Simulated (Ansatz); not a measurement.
# Al (P-1) in Ansatz: notebook, part 2 of 2

Ansatz 0.2.0. Earlier steps stand in the parts before.

### 3 Relaxation of cell and atoms, PBEsol+D4 (cell sheared at random, sigma 0.03, atoms nudged by 0.01 Å)

Input file input.yaml:

```yaml
crystal:
  lattice:
    - [-1.57590039, 1.65692361, 1.65798385]
    - [1.47947634, -1.59764145, 1.50227763]
    - [1.61445482, 1.63619588, -1.59870168]
  atoms:
    - { symbol: Al, position: [0.0, 0.0, 0.0] }
hamiltonian:
  xc: pbesol
  pseudopotentials: { kind: paw }
  dispersion: d4
kpoints:
  mp_grid: { grid: [11, 12, 12] }
scf:
  occupations: { method: fermi_dirac, width: 0.05 }
output:
  forces: true
  stress: true
  eigenvalues: true
relax:
  f_tol: 0.01
  max_steps: 40
  cell: { stress_tol: 0.05 }
```

Potentials or basis: Ansatz PAW.

The run is started by

```
ansatz run input.yaml --threads 2 --pin off --max-ram 5632MiB --backend cpu --events-out ev --progress --plain --runs-dir out
```

The program printed:

```text
Warning: RAYON_NUM_THREADS=2 ignored (pool sized by the plan → 2); use --threads N
Engine: ansatz 0.2.0, x86_64-unknown-linux-gnu
Pseudopotentials: kind: paw
Pseudopotential: Al, paw, valence charge 3, recommended cutoff 420 eV (normal), Al.paw.azcp
Functional definition: PBEsol
  exchange = pbesol_x
  correlation = pbesol_c
Crystal: 1 atoms, lattice volume = 16.076 Å³
Basis set: ecut = 420 eV, 325 PW (Γ), exchange–correlation on 40×36×40 points (8 copies of the dense FFT grid, shifted against one another)
Bands: 6, of which v1, the nominal top of the filled ones, is band 2 counted from 1 (1 counted from 0)
Symmetry: 2 space group operations
Space group: P-1 (ITA 2), of the structure as read, at distance tolerance 2.5e-5 Å
k-points: 794 of 1584
Non-local potential: Al, projectors of the file, l = 0: 2, l = 1: 2, l = 2: 1
PAW form: soft (Blöchl's): semilocal exchange-correlation on the pseudo side does not see the compensation charge
PAW frozen core: Al, regenerated for the run's functional, and the local potential with it (the file was generated under x = pbe(κ = 0.804, μ = 0.2195149727645171), c = pbe(β = 0.06672455060314922))
PAW one-centre angular grid: Al, 110 points (default); XC on 64 Gauss nodes
Initial density: superposition of atomic densities (neutral atoms: chi_scale 0, normalization atom), corrected by the library's trained network
Initial wavefunctions: pseudopotential atomic-orbital guess
Functional: x = pbesol(κ = 0.804, μ = 0.12345679012345678), c = pbesol(β = 0.046)
SCF iter   1: F=—  HF=-524.642962 eV  |F-HF|=—  |Δ(HF+E_count)|=         —  Δρ=5.97e-4  dr2=3.39e-5  ethr=1.77e-3  ⟨swp⟩=4.7  Hψ=42911  notcnv=0
preconditioner: auto → none  [metal: Δε(μ)=0.003 eV  Ē_g=13.449 eV  σ=0.050 eV  W_gap=0.02  n_scr=0 (ndim 8)  ℏωp=16.0 eV  f_vac=0.000  D(μ)=0.44/eV (n_scr^D=0)]
SCF iter   2: F=—  HF=-524.642972 eV  |F-HF|=—  |Δ(HF+E_count)|=   1.06e-5  Δρ=2.80e-4  dr2=6.21e-6  ethr=1.13e-6  ⟨swp⟩=1.8  Hψ=11955  notcnv=0  defer=4
iter 3 did not close the SCF: its close was put off for the readings that it lacked (scf_convergence_deferred on its scf_iter line)
SCF iter   3: F=-524.642973 eV  HF=-524.642973 eV  |F-HF|=7.56e-9  |Δ(HF+E_count)|=   2.44e-7  Δρ=2.07e-5  dr2=3.69e-8  ethr=2.07e-7  ⟨swp⟩=1.9  Hψ=5623  notcnv=0  defer=4
iter 4 did not close the SCF: its close was put off for the readings that it lacked (scf_convergence_deferred on its scf_iter line)
SCF iter   4: F=-524.642973 eV  HF=-524.642973 eV  |F-HF|=1.45e-10  |Δ(HF+E_count)|=   9.34e-9  Δρ=2.03e-6  dr2=4.95e-10  ethr=1.23e-9  ⟨swp⟩=1.1  Hψ=4579  notcnv=0  defer=4
iter 5 did not close the SCF: its close was put off for the readings that it lacked (scf_convergence_deferred on its scf_iter line)
SCF iter   5: F=-524.642973 eV  HF=-524.642973 eV  |F-HF|=4.43e-12  |Δ(HF+E_count)|=  1.01e-10  Δρ=1.97e-7  dr2=5.50e-12  ethr=1.65e-11  ⟨swp⟩=1.6  Hψ=5197  notcnv=0  defer=4
SCF iter   6: F=-524.642973 eV  HF=-524.642973 eV  |F-HF|=1.14e-13  |Δ(HF+E_count)|=  4.09e-12  Δρ=1.32e-8  dr2=1.61e-14  ethr=1.00e-12  ⟨swp⟩=1.8  Hψ=14621  notcnv=0
SCF 1 converged in 6 iterations: F = -524.642973 eV  dr2 = 1.61e-14
relax step   1: F+E_penalty+E_count = -524.64297256 eV  Δ(F+E_penalty+E_count) = +0.000e0 eV  max|allowed force component| = 0.000e0 eV/Å  Δτ_max = 0.0000 Å  P = +1.056 GPa  Ω = 16.076 Å³  (6 SCF iters, dr2 threshold 1.00e-7 eV, accepted)
Crystal: 1 atoms, lattice volume = 16.152 Å³
Basis set: ecut = 420 eV, 333 PW (Γ), exchange–correlation on 40×36×40 points (8 copies of the dense FFT grid, shifted against one another)
Initial density: handed on by an earlier stage of this run
Initial wavefunctions: those handed on with the density
iter 1 solved again at ethr=2.49e-5 eV; its pass at ethr=3.10e-3 eV (dr2=7.46e-4 eV) is discarded
SCF iter   1: F=—  HF=-524.654900 eV  |F-HF|=—  |Δ(HF+E_count)|=         —  Δρ=2.01e-3  dr2=7.26e-4  ethr=2.49e-5  ⟨swp⟩=1.0  Hψ=49138  notcnv=0
[... 127 lines left out ...]
SCF iter   1: F=—  HF=-524.762197 eV  |F-HF|=—  |Δ(HF+E_count)|=         —  Δρ=1.01e-4  dr2=1.41e-6  ethr=4.79e-8  ⟨swp⟩=2.0  Hψ=46764  notcnv=0
preconditioner: auto → none  [metal: Δε(μ)=0.015 eV  Ē_g=13.571 eV  σ=0.050 eV  W_gap=0.08  n_scr=0 (ndim 8)  ℏωp=16.2 eV  f_vac=0.000  D(μ)=0.28/eV (n_scr^D=0)]
SCF iter   2: F=—  HF=-524.762211 eV  |F-HF|=—  |Δ(HF+E_count)|=   1.32e-5  Δρ=4.66e-5  dr2=2.82e-7  ethr=4.70e-8  ⟨swp⟩=1.0  Hψ=4764  notcnv=0
SCF iter   3: F=-524.762210 eV  HF=-524.762210 eV  |F-HF|=8.94e-11  |Δ(HF+E_count)|=   1.50e-7  Δρ=1.90e-6  dr2=3.45e-10  ethr=3.33e-9  ⟨swp⟩=3.9  Hψ=16334  notcnv=0
SCF 14 converged in 3 iterations: F = -524.762210 eV  dr2 = 3.45e-10
relax step  14: F+E_penalty+E_count = -524.76221039 eV  Δ(F+E_penalty+E_count) = -1.230e-4 eV  max|allowed force component| = 0.000e0 eV/Å  Δτ_max = 0.0000 Å  P = +0.082 GPa  Ω = 15.796 Å³  energy of the carried Pulay correction = -1.184e-5 eV  (3 SCF iters, dr2 threshold 1.00e-7 eV, accepted)
Crystal: 1 atoms, lattice volume = 15.810 Å³
iter 1 solved again at ethr=2.89e-8 eV; its pass at ethr=3.10e-3 eV (dr2=8.68e-7 eV) is discarded
SCF iter   1: F=—  HF=-524.762201 eV  |F-HF|=—  |Δ(HF+E_count)|=         —  Δρ=6.80e-5  dr2=8.54e-7  ethr=2.89e-8  ⟨swp⟩=2.0  Hψ=45761  notcnv=0
preconditioner: auto → none  [metal: Δε(μ)=0.003 eV  Ē_g=13.560 eV  σ=0.050 eV  W_gap=0.01  n_scr=0 (ndim 8)  ℏωp=16.2 eV  f_vac=0.000  D(μ)=0.28/eV (n_scr^D=0)]
SCF iter   2: F=—  HF=-524.762214 eV  |F-HF|=—  |Δ(HF+E_count)|=   1.35e-5  Δρ=2.73e-5  dr2=1.35e-7  ethr=2.85e-8  ⟨swp⟩=1.0  Hψ=4764  notcnv=0
SCF iter   3: F=-524.762214 eV  HF=-524.762214 eV  |F-HF|=2.00e-10  |Δ(HF+E_count)|=   6.68e-8  Δρ=1.17e-6  dr2=1.67e-10  ethr=2.85e-9  ⟨swp⟩=3.1  Hψ=10288  notcnv=0
SCF 15 converged in 3 iterations: F = -524.762214 eV  dr2 = 1.67e-10
relax step  15: F+E_penalty+E_count = -524.76221421 eV  Δ(F+E_penalty+E_count) = -3.814e-6 eV  max|allowed force component| = 0.000e0 eV/Å  Δτ_max = 0.0000 Å  P = +0.002 GPa  Ω = 15.810 Å³  energy of the carried Pulay correction = -1.774e-5 eV  (3 SCF iters, dr2 threshold 8.56e-8 eV, accepted)
iter 1 solved again at ethr=3.46e-9 eV; its pass at ethr=3.10e-3 eV (dr2=1.04e-7 eV) is discarded
SCF iter   1: F=—  HF=-524.762220 eV  |F-HF|=—  |Δ(HF+E_count)|=         —  Δρ=4.74e-6  dr2=5.36e-10  ethr=3.46e-9  ⟨swp⟩=3.2  Hψ=56807  notcnv=0
SCF iter   2: F=—  HF=-524.762233 eV  |F-HF|=—  |Δ(HF+E_count)|=   1.38e-5  Δρ=2.31e-6  dr2=1.05e-10  ethr=1.79e-11  ⟨swp⟩=2.0  Hψ=6008  notcnv=0
SCF iter   3: F=-524.762233 eV  HF=-524.762233 eV  |F-HF|=1.48e-12  |Δ(HF+E_count)|=  1.52e-10  Δρ=1.98e-7  dr2=1.66e-12  ethr=1.00e-12  ⟨swp⟩=3.6  Hψ=17694  notcnv=0
SCF 16 converged in 3 iterations: F = -524.762233 eV  dr2 = 1.66e-12
relax step  16: F+E_penalty+E_count = -524.76223337 eV  Δ(F+E_penalty+E_count) = -1.917e-5 eV  max|allowed force component| = 0.000e0 eV/Å  Δτ_max = 0.0000 Å  P = +0.005 GPa  Ω = 15.810 Å³  stress off target by 2.03e-2 GPa  SCF on the basis re-selected at this cell (its energy is not comparable with the rows above)  (3 SCF iters)
basis re-selected at this cell: Δ(F+E_penalty+E_count) = -1.917e-5 eV, ΔP = +0.003 GPa vs the last step (what re-selecting the basis moved, of the pressure what is left beyond the Pulay correction that the steps carried, after the strain that the cell walked since its last selection, with what the two solves' SCF thresholds leave and, on support functions, any second-order correction that the steps lacked; it is no measure of the basis error at this ecutwfc). This SCF's stress stands 2.03e-2 GPa from its target on what of the cell is left free (relax.cell.stress_tol is 5.00e-2 GPa) and its largest allowed force component is 0.00e0 eV/Å (relax.f_tol is 1.00e-2 eV/Å): within both
SCF converged after 3 iterations
Free energy (F): -524.762233 eV
Harris-Foulkes:  -524.762233 eV  (|F-HF|=1.48e-12)
Internal energy: -524.759848 eV  (E = F + TS)
E sigma→0 (E₀):  -524.761041 eV
Entropy (-TS):   -0.002385 eV (-2.385 meV/atom)
Fermi energy:    8.297109 eV
--- Per-component energies (eV) ---
  E_band       = 11.380130
  E_kinetic    = 23.483107
  E_local      = 10.417521  (includes V_loc(G=0)·N_el)
  E_nonlocal   = 10.450899
  E_hartree    = 0.113107
  E_xc         = -39.684677
  E_vxc        = -29.518736  (∫ρ·V_xc dr)
  E_paw        = -454.783035  (= ΣΔE_a)
  E_vpaw       = -3.678871  (= ΣTr[D̂ρ^β])
  E_aug_tail   = -0.000002  (compensation charges beyond the density's cutoff)
  E_ewald      = -74.567451
  E_disp       = -0.208455  (pairwise vdW)
  E_core_change = 0.019139  (= ΣΔE_core)
  E_smearing   = -0.002385  (= −TS)
  E_closure    = 0.000000  (closes the sum)
  Σ components = -524.762233   (vs F -524.762233, Δ=0.00e0)
--- Forces (eV/Å), atoms counted from 1 ---
  atom   1  Al     0.00000000     0.00000000     0.00000000
  max |Σ_I F_I| component: 0.00e0 eV/Å
--- Stress (GPa, compression-positive) ---
        0.009063       0.009547      -0.006000
        0.009547       0.012129       0.006610
       -0.006000       0.006610      -0.006554
  P = ⅓ Tr σ = 0.0049 GPa (0.049 kbar)
--- Band table (eV; the first three rows and the last of 794) ---
  k-point 0: bands = ["-3.0846", "20.8873", "20.9488", "21.4206", "22.6639", "22.9733"]
  k-point 1: bands = ["-2.8927", "18.3324", "20.4342", "20.9460", "23.4081", "23.8095"]
  k-point 2: bands = ["-2.3186", "14.9392", "19.7624", "20.3064", "23.4027", "24.4911"]
  k-point 793: bands = ["1.3130", "8.0751", "15.0079", "17.3889", "20.7665", "23.0043"]
--- Relaxed structure (14 steps of the walk, 13 accepted, 2 SCFs on fresh bases) ---
  F+E_penalty+E_count = -524.76223337 eV   max|allowed force component| = 0.000e0 eV/Å   (the final SCF, on the basis selected at the relaxed cell)
  cell:  # Å, volume = 15.8095 Å³
    - [-1.395934763082048, 1.9631463378521252, 1.3838266288872068]
    - [1.4209468669406622, -1.974734443871911, 1.4405992059310857]
    - [1.4057549493701447, 1.9977678664136416, -1.4166160819157536]
  atoms:
    - { symbol: Al, position: [0.0, 0.0, 0.0] }
```

It took 68 s on 2 threads of Intel Xeon at 2.70GHz, shared host; peak memory 0.45 GiB.

What came out:

```yaml
Free_energy: -524.7622 eV
Relaxed_volume: 15.81 Å³/atom
Relaxed_cell: a = 2.778 Å, b = 2.827 Å, c = 2.824 Å, α = 119.97°, β = 90.01°, γ = 119.49°
Space_group_after_relaxing_to_0.05_Å: I4/mmm (No. 139)
Energy_gained_by_relaxing: 119.3 meV/atom
Ionic_steps: 15
Pressure_after_relaxing: 0.0 GPa
Band_gap_on_the_k_mesh: none (metal or under the smearing width)
```

Step by step:
| step | energy change (eV) | largest force (eV/Å) | volume (Å³) |
| --- | --- | --- | --- |
| 1 | 0.0000 | 0.0000 | 16.08 |
| 2 | -0.0117 | 0.0000 | 16.15 |
| 3 | -0.0349 | 0.0000 | 16.03 |
| 4 | -0.0682 | 0.0000 | 15.97 |
| 5 | -0.0978 | 0.0000 | 16.02 |
| 6 | -0.1060 | 0.0000 | 15.34 |
| 7 | -0.1120 | 0.0000 | 15.79 |
| 8 | -0.1135 | 0.0000 | 15.77 |
| 9 | -0.1142 | 0.0000 | 15.77 |
| 10 | -0.1143 | 0.0000 | 15.77 |
| 11 | -0.1143 | 0.0000 | 15.77 |
| 12 | -0.1191 | 0.0000 | 15.77 |
| 13 | -0.1192 | 0.0000 | 15.80 |
| 14 | -0.1192 | 0.0000 | 15.81 |
| 15 | -0.1193 | 0.0000 | 15.81 |

Final structure:
```
CELL_PARAMETERS angstrom
-1.39593 1.96315 1.38383
1.42095 -1.97473 1.44060
1.40575 1.99777 -1.41662
ATOMIC_POSITIONS crystal
Al 0.00000 0.00000 0.00000
```

Caveat: the plane-wave basis is chosen anew once the cell has moved, so the energies of steps on either side of that aren't comparable; pairwise dispersion overbinds metals, which lowers pressure and volume; the PAW data sets come from PBE, with cores solved anew for the run's functional, which leaves a small shift of forces and pressure.

### 4 Relaxation of cell and atoms, RPBE+D3(BJ) (cell sheared at random, sigma 0.03, atoms nudged by 0.01 Å)

Edit input.yaml of step 3 so:

```diff
@@ -8,5 +8,5 @@
 hamiltonian:
-  xc: pbesol
+  xc: rpbe
   pseudopotentials: { kind: paw }
-  dispersion: d4
+  dispersion: d3bj
 kpoints:
```

The run is started by

```
ansatz run input.yaml --threads 2 --pin off --max-ram 5632MiB --backend cpu --events-out ev --progress --plain --runs-dir out
```

Wall time 67 s (2 threads of Intel Xeon at 2.70GHz, shared host); peak memory 0.46 GiB.

The run converged. Its results:

| Quantity | Value |
| --- | --- |
| Free energy | -542.4340 eV |
| Relaxed volume | 13.49 Å³/atom |
| Relaxed cell | a = 2.647 Å, b = 2.681 Å, c = 2.673 Å, α = 119.90°, β = 90.00°, γ = 119.74° |
| Space group after relaxing (to 0.05 Å) | I4/mmm (No. 139) |
| Energy gained by relaxing | 293.5 meV/atom |
| Ionic steps | 16 |
| Pressure after relaxing | 0.0 GPa |
| Band gap on the k mesh | none (metal or under the smearing width) |

The path:
```
step  energy change (eV)  largest force (eV/Å)  volume (Å³)
   1              0.0000                0.0000        16.08
   2             -0.1348                0.0000        14.45
   3             -0.1696                0.0000        13.40
   4             -0.1794                0.0000        13.44
   5             -0.2169                0.0000        13.57
   6             -0.2616                0.0000        13.44
   7             -0.2875                0.0000        13.43
   8             -0.2888                0.0000        13.41
   9             -0.2915                0.0000        13.45
  10             -0.2921                0.0000        13.49
  11             -0.2921                0.0000        13.48
  12             -0.2921                0.0000        13.48
  13             -0.2935                0.0000        13.48
  14             -0.2935                0.0000        13.49
  15             -0.2935                0.0000        13.49
  16             -0.2935                0.0000        13.49
```

Final structure:
```xyz
1
Lattice="-1.3312 1.8716 1.3157 1.3493 -1.8766 1.3587 1.3318 1.8902 -1.3412" Properties=species:S:1:pos:R:3 pbc="T T T"
Al    0.0000    0.0000    0.0000
```

Levels at points of the mesh, in eV from the Fermi level:
```
             k point  band 1  band 2  band 3  band 4
  (0.00, 0.00, 0.00)  -12.55   13.65   13.65   14.02
 (0.00, 0.00, -0.50)   -5.43   -4.67   12.20   12.75
 (0.00, -0.50, 0.00)   -3.52   -1.85    5.40    6.70
(0.00, -0.50, -0.50)   -5.43   -4.67   12.20   12.75
```

Caveat: the volume moved by over 15 % at a fixed basis, so the end points are rough; the plane-wave basis is chosen anew once the cell has moved, so the energies of steps on either side of that aren't comparable; pairwise dispersion overbinds metals, which lowers pressure and volume; the PAW data sets come from PBE, with cores solved anew for the run's functional, which leaves a small shift of forces and pressure.

### 5 Summary

| level | gap on the mesh (eV) | pressure (GPa) | relaxed volume (Å³/atom) |
| --- | --- | --- | --- |
| PBEsol+D3(BJ) | none | 0.0 | 15.56 |
| PBEsol+D4 | none | 0.0 | 15.81 |
| RPBE+D3(BJ) | none | 0.0 | 13.49 |

Alike in all rows: task relaxation of cell and atoms; potentials or basis Ansatz PAW; no spin polarisation; cell relaxed from: cell sheared at random, sigma 0.03, atoms nudged by 0.01 Å; k mesh 11 × 12 × 12; cutoff (eV) 420; smearing fermi-dirac 0.05 eV.

Caveats: the plane-wave basis is chosen anew once the cell has moved, so the energies of steps on either side of that aren't comparable; pairwise dispersion overbinds metals, which lowers pressure and volume; the PAW data sets come from PBE, with cores solved anew for the run's functional, which leaves a small shift of forces and pressure; the volume moved by over 15 % at a fixed basis, so the end points are rough (some runs).

Total energies depend on the potentials used, so only differences within one code and one set of settings carry meaning.
